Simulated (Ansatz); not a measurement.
**One run on O (C2/m): parallel moments**

The calculation used DFT, PBE, PAW with Ansatz's default frozen-core files, scalar-relativistic (Ansatz 0.2.0).

Command: `ansatz run input.yaml --threads 2 --pin off --max-ram 4096MiB --backend cpu --events-out ev --progress --plain --runs-dir out`

```yaml
crystal:
  lattice:
    - [2.8514028533, -1.66241594, 0.0]
    - [2.8514028533, 1.66241594, 0.0]
    - [-2.3944914034, 0.0, 3.6470501824]
  atoms:
    - { symbol: O, position: [0.02545383, 0.02545383, 0.15557402], spin: 1.0 }
    - { symbol: O, position: [0.97454617, 0.97454617, 0.84442598], spin: 1.0 }
magnetization:
  spin_polarized: true
kpoints:
  mp_grid: { grid: [10, 10, 8] }
scf:
  occupations: { method: fermi_dirac, width: 0.05 }
  lower_state_search: "off"
hamiltonian:
  xc: pbe
  pseudopotentials: { kind: paw }
output:
  forces: true
  stress: true
  eigenvalues: true
```

The program prints:

```
Engine: ansatz 0.2.0
Pseudopotentials: kind: paw
Pseudopotential: O, paw, valence charge 6, recommended cutoff 420 eV (normal), O.paw.azcp
Functional definition: PBE
  parameter kappa = 0.804
  parameter beta = 0.06672455060314922
  exchange = pbe_x(kappa = kappa, mu = beta*pi^2/3)
  correlation = pbe_c(beta = beta)
Crystal: 2 atoms, lattice volume = 34.576 Å³
Basis set: ecut = 420 eV, 687 PW (Γ), exchange–correlation on 48×48×60 points (8 copies of the dense FFT grid, shifted against one another)
Bands: 11, of which v1, the nominal top of the filled ones, is band 6 counted from 1 (5 counted from 0)
Symmetry: 4 space group operations
Space group: C2/m (ITA 12), of the structure as read, at distance tolerance 3.3e-5 Å
Magnetic group: BNS 12.58 (UNI 65), of the structure as read, at distance tolerance 3.3e-5 Å
k-points: 227 of 800
Non-local potential: O, projectors of the file, l = 0: 2, l = 1: 2, l = 2: 1
PAW form: soft (Blöchl's): semilocal exchange-correlation on the pseudo side does not see the compensation charge
PAW one-centre angular grid: O, 110 points (default); XC on 64 Gauss nodes
Initial density: superposition of atomic densities (chi_scale 0.1, normalization cell)
Starting moments: Σ|m| = 2 μB on 2 of 2 sites
Initial wavefunctions: pseudopotential atomic-orbital guess
Functional: x = pbe(κ = 0.804, μ = 0.2195149727645171), c = pbe(β = 0.06672455060314922)
SCF iter   1: F=—  HF=-1129.763530 eV  |F-HF|=—  |Δ(HF+E_count)|=         —  Δρ=6.62e-2 (↑6.62e-2 ↓3.44e-2)  dr2=5.82e-1  dr2_m=5.24e-1  M=2.000 μB ∫|m|=2.005 μB  β_m=1.00  ethr=3.10e-3  ⟨swp⟩=4.3  Hψ=26915  notcnv=0
preconditioner: auto → none  [insulator: Δε(μ)=0.625 eV  Ē_g=16.545 eV  σ=0.050 eV  W_gap=1.00  n_scr=4 (ndim 8)  ℏωp=20.0 eV  f_vac=0.171  D(μ)=0.00/eV (n_scr^D=0)  ε∞_Penn≈2.5]
SCF iter   2: F=—  HF=-1129.839847 eV  |F-HF|=—  |Δ(HF+E_count)|=   7.63e-2  Δρ=2.45e-2 (↑2.45e-2 ↓1.70e-2)  dr2=1.75e-1  dr2_m=1.52e-2  M=2.000 μB ∫|m|=2.027 μB  β_m=1.00  ethr=3.10e-3  ⟨swp⟩=2.5  Hψ=12885  notcnv=0
SCF iter   3: F=—  HF=-1129.838578 eV  |F-HF|=—  |Δ(HF+E_count)|=   1.27e-3  Δρ=5.46e-3 (↑5.46e-3 ↓4.84e-3)  dr2=5.70e-3  dr2_m=5.34e-4  M=2.000 μB ∫|m|=2.032 μB  β_m=1.00  ethr=1.46e-3  ⟨swp⟩=2.2  Hψ=9297  notcnv=0
SCF iter   4: F=—  HF=-1129.875624 eV  |F-HF|=—  |Δ(HF+E_count)|=   3.70e-2  Δρ=9.77e-4 (↑9.77e-4 ↓6.96e-4)  dr2=3.34e-4  dr2_m=3.48e-5  M=2.000 μB ∫|m|=2.033 μB  β_m=1.00  ethr=4.75e-5  ⟨swp⟩=2.7  Hψ=10849  notcnv=0  defer=32
SCF iter   5: F=—  HF=-1129.895486 eV  |F-HF|=—  |Δ(HF+E_count)|=   1.99e-2  Δρ=5.22e-4 (↑5.22e-4 ↓3.07e-4)  dr2=8.71e-5  dr2_m=1.00e-5  M=2.000 μB ∫|m|=2.033 μB  β_m=0.30  ethr=2.78e-6  ⟨swp⟩=2.0  Hψ=7923  notcnv=0  defer=32
Mixer restart at iter 5: flushing history
spin-set hold released at iteration 5 (site moments contracting): the magnetisation degrees of freedom join the quasi-Newton model from the next iteration; the mixer history was flushed
SCF iter   6: F=—  HF=-1129.905785 eV  |F-HF|=—  |Δ(HF+E_count)|=   1.03e-2  Δρ=3.99e-4 (↑3.99e-4 ↓2.11e-4)  dr2=2.83e-5  dr2_m=1.18e-5  M=2.000 μB ∫|m|=2.033 μB  β_m=0.65  ethr=7.26e-7  ⟨swp⟩=2.0  Hψ=8159  notcnv=0  defer=32
SCF iter   7: F=—  HF=-1129.916054 eV  |F-HF|=—  |Δ(HF+E_count)|=   1.03e-2  Δρ=1.52e-4 (↑1.52e-4 ↓9.71e-5)  dr2=8.36e-7  dr2_m=4.84e-6  M=2.000 μB ∫|m|=2.034 μB  β_m=0.70  ethr=2.36e-7  ⟨swp⟩=2.8  Hψ=10148  notcnv=0  defer=32
SCF iter   8: F=—  HF=-1129.916057 eV  |F-HF|=—  |Δ(HF+E_count)|=   2.81e-6  Δρ=5.33e-5 (↑3.29e-5 ↓5.33e-5)  dr2=1.86e-7  dr2_m=5.65e-7  M=2.000 μB ∫|m|=2.034 μB  β_m=0.80  ethr=8.33e-10  ⟨swp⟩=6.2  Hψ=24339  notcnv=0
SCF iter   9: F=—  HF=-1129.916057 eV  |F-HF|=—  |Δ(HF+E_count)|=   5.16e-7  Δρ=2.08e-5 (↑2.08e-5 ↓3.23e-6)  dr2=1.25e-7  dr2_m=2.85e-8  M=2.000 μB ∫|m|=2.034 μB  β_m=0.70  ethr=8.33e-10  ⟨swp⟩=4.8  Hψ=22236  notcnv=0
SCF iter  10: F=-1129.916057 eV  HF=-1129.916057 eV  |F-HF|=2.58e-10  |Δ(HF+E_count)|=   4.26e-8  Δρ=1.21e-6 (↑1.11e-6 ↓1.21e-6)  dr2=3.45e-11  dr2_m=4.03e-10  M=2.000 μB ∫|m|=2.034 μB  ethr=8.33e-10  ⟨swp⟩=4.3  Hψ=19126  notcnv=0
SCF 1 converged in 10 iterations: F = -1129.916057 eV  dr2 = 3.45e-11
  greatest PAW one-centre occupation: 0.886 electrons in one spin orbital (limit 2), on the O atom at site 1 (counted from 0), in its partial waves of l = 0
SCF converged after 10 iterations
Magnetization: 2.0000 μB (7.0000 up, 5.0000 down)
Absolute magnetization: 2.0348 μB (∫|ρ↑−ρ↓|, with the PAW one-centre terms)
Spin contamination: 0.0044 ħ² per cell (⟨S²⟩ above its minimum at these occupations)
Per-site moments (μB) at R_I (Å): [(0.5605905537757403, 0.5042773812098579), (0.5605905537757403, 0.5042773812098579)]
Free energy (F): -1129.916057 eV
Harris-Foulkes:  -1129.916057 eV  (|F-HF|=2.58e-10)
Internal energy: -1129.916057 eV  (E = F + TS)
E sigma→0 (E₀):  -1129.916057 eV
Entropy (-TS):   -0.000000 eV (-0.000 meV/atom)
Fermi energy:    -0.332888 eV
--- Per-component energies (eV) ---
  E_band       = -126.867933
  E_kinetic    = 341.338599
  E_local      = -1008.390546  (includes V_loc(G=0)·N_el)
  E_nonlocal   = 97.870337
  E_hartree    = 347.374852
  E_xc         = -143.268552
  E_vxc        = -182.359769  (∫ρ·V_xc dr)
  E_paw        = -314.840889  (= ΣΔE_a)
  E_vpaw       = -70.080951  (= ΣTr[D̂ρ^β])
  E_aug_tail   = 0.004699  (compensation charges beyond the density's cutoff)
  E_ewald      = -450.004556
  E_smearing   = -0.000000  (= −TS)
  E_closure    = 0.000000  (closes the sum)
  Σ components = -1129.916057   (vs F -1129.916057, Δ=0.00e0)
--- Forces (eV/Å), atoms counted from 1 ---
  atom   1  O      0.13079916    -0.00000000    -0.32727163
  atom   2  O     -0.13079916     0.00000000     0.32727163
  max |Σ_I F_I| component: 0.00e0 eV/Å
--- Stress (GPa, compression-positive) ---
        1.179648       0.000000       0.755104
        0.000000       1.479877      -0.000000
        0.755103      -0.000000      -0.577082
  P = ⅓ Tr σ = 0.6941 GPa (6.941 kbar)
--- Band table (eV; the first three rows and the last of 454) ---
  k-point 0 ↑: bands = ["-27.1711", "-14.9790", "-8.5528", "-7.4215", "-7.3929", "-1.4364", "-1.1745", "6.0679", "9.7817", "13.7186", "14.8105"]
  k-point 1 ↑: bands = ["-27.1658", "-15.0441", "-8.4328", "-7.4318", "-7.4033", "-1.4063", "-1.1550", "6.0410", "9.6833", "12.2938", "16.7342"]
  k-point 2 ↑: bands = ["-27.1532", "-15.1942", "-8.1435", "-7.4563", "-7.4310", "-1.3324", "-1.1097", "6.0138", "9.0647", "11.4123", "17.2240"]
  k-point 226 ↓: bands = ["-25.8542", "-13.2862", "-7.0010", "-6.4892", "-5.7183", "0.5758", "1.0386", "8.1750", "10.5844", "11.9005", "15.8093"]
```

Site moments (μB): O1 0.56, O2 0.56. Cell moment 2.00 μB.

The magnetic group in the log treats spin as a scalar label, without spin–orbit coupling.

The Ansatz runs typed with the search for lower states off end where their start leads. The magnetic state is the one that this cell and start allow. It needn't be the compound's measured order, which may need a larger cell or be absent.

It took 5 s on 2 threads of Arm Neoverse V2 (shared host), peak memory 0.39 GiB.
